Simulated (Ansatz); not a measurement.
This InAs structure is the end of a relaxation. It was relaxed at this level from a Materials Project cell.

These are results of DFT PBE, scalar-relativistic, plane waves, PAW in Ansatz, not measurements. Cutoff 420 eV, Γ-centred mesh, Gaussian smearing, no spin polarisation.

```
CELL_PARAMETERS angstrom
2.87931 -2.91619 0.00000
2.87931 2.91619 0.00000
0.00000 0.00000 17.52403
ATOMIC_POSITIONS crystal
In 0.53419 0.46581 0.09055
In 0.04061 0.95939 0.75000
In 0.53419 0.46581 0.40945
In 0.95939 0.04061 0.25000
In 0.46581 0.53419 0.59055
In 0.46581 0.53419 0.90945
As 0.03184 0.96816 0.07059
As 0.45750 0.54250 0.25000
As 0.96816 0.03184 0.92941
As 0.54250 0.45750 0.75000
As 0.96816 0.03184 0.57059
As 0.03184 0.96816 0.42941
```

The zero of energy is the elements' standard structures at the same level; no fitted shifts are applied.

(1) Find its symmetry and describe it.

(2) What is its formation energy per atom?

(3) Is it a metal?

Results:

(1) Cmcm (No. 63). Conventional cell: a = 5.759 Å, b = 5.832 Å, c = 17.524 Å. In on a site of symmetry m is surrounded by 5 As at 2.83–2.95 Å and 1 In at 3.20 Å; around In on a site of symmetry m2m lie 4 As at 2.88–2.93 Å and 2 As at 3.17 Å; As on a site of symmetry m has 1 As at 2.50 Å, 4 In at 2.90–2.95 Å and 1 In at 3.17 Å; As on a site of symmetry m2m has 6 In at 2.83–2.93 Å.

(2) −0.05 eV/atom.

(3) Yes, bands cross the Fermi level on the 10×10×4 mesh.

The last run used a 10×10×4 mesh (in the run's order of axes) for its 12-atom cell and Gaussian smearing of 0.10 eV. The reference form of As is held partly by dispersion forces, which this level lacks. Symmetry constrained the relaxation, so the result can be a saddle point. Another cell of InAs relaxed alike, in F-43m (a cell as deposited in COD), lies 193 meV/atom lower, so this cell isn't the stable form at this level.
